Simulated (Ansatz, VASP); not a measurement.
## One calculation of C, two programs

POSCAR

```
C
1.0
    0.0000000000      1.8324597909      1.7801241411
    1.8324597909      0.0000000000      1.7801241411
    1.8324597909      1.8324597909      0.0000000000
C
2
Direct
    0.0000000000      0.0000000000      0.0000000000
    0.2500000000      0.2500000000      0.2500000000
```

Contents of INCAR.step1:

```
SYSTEM = C
PREC = Accurate
ENCUT = 520
EDIFF = 1E-5
ISMEAR = 0
SIGMA = 0.01
LREAL = .False.
LASPH = .True.
NELM = 100
ALGO = Normal
ISIF = 2
LWAVE = .True.
LCHARG = .False.
NBANDS = 11
GGA = PE
```

INCAR.step2

```
SYSTEM = C
PREC = Accurate
ENCUT = 520
EDIFF = 1E-7
ISMEAR = 0
SIGMA = 0.01
LREAL = .False.
LASPH = .True.
NELM = 100
ALGO = Normal
ISIF = 2
LWAVE = .False.
LCHARG = .False.
GGA = PE
LHFCALC = .True.
HFSCREEN = 0.2079
PRECFOCK = Normal
NBANDS = 11
ISTART = 1
```

Contents of KPOINTS:

```
regular mesh
0
Gamma
  8 8 8
  0 0 0
```

Input for Ansatz:

```yaml
crystal:
  lattice:
    - [0.0, 1.8324597909, 1.7801241411]
    - [1.8324597909, 0.0, 1.7801241411]
    - [1.8324597909, 1.8324597909, 0.0]
  atoms:
    - { symbol: C, position: [0.0, 0.0, 0.0] }
    - { symbol: C, position: [0.25, 0.25, 0.25] }
kpoints:
  mp_grid: { grid: [8, 8, 8] }
  band_path:
    path:
      - [0.0, 0.0, 0.0]
      - [0.5, 0.0, 0.5]
      - [0.625, 0.25, 0.625]
      - [0.375, 0.375, 0.75]
      - [0.5, 0.5, 0.5]
      - [0.5, 0.25, 0.75]
      - [0.35, 0.0, 0.35]
    npoints: 1
hamiltonian:
  xc: hse06
scf:
  occupations: { method: fixed }
  n_extra_bands: 4
output:
  forces: true
  stress: true
  eigenvalues: true
```

Change from the starting cell: biaxial_xy strain +2.9%.

Alike in both runs: task single point; functional HSE06; k mesh 8 × 8 × 8; no spin polarisation.

|  | VASP | Ansatz |
| --- | --- | --- |
| version | VASP 6.6.1 | Ansatz 0.2.0 |
| potentials or method | VASP PAW PBE potentials, release 64 (C) | plane waves, PAW |
| plane-wave cutoff (eV) | 520 | 420 |
| occupations | gaussian, width 0.01 eV | fixed |
| valence electrons in the cell | 8 | 8 |

Ansatz gave:

```
gap on the k mesh at the Fermi level (eV)       : 4.41
pressure (GPa)                                  : -29.1
largest component of the traceless stress (GPa) : 17.36
```

Q: What did VASP give for the same quantities?

A: gap on the k mesh at the Fermi level (eV): 4.40; pressure (GPa): -28.5; largest component of the traceless stress (GPa): 17.36.

Ansatz warned: «stress_exchange_threshold_loose».

Caveats: so large a pressure means that the cell lies far from this level's equilibrium, or that cutoff or potentials fall short (VASP); the potentials were made for another functional, which shifts forces and pressure (VASP). A k mesh can miss the band edges.
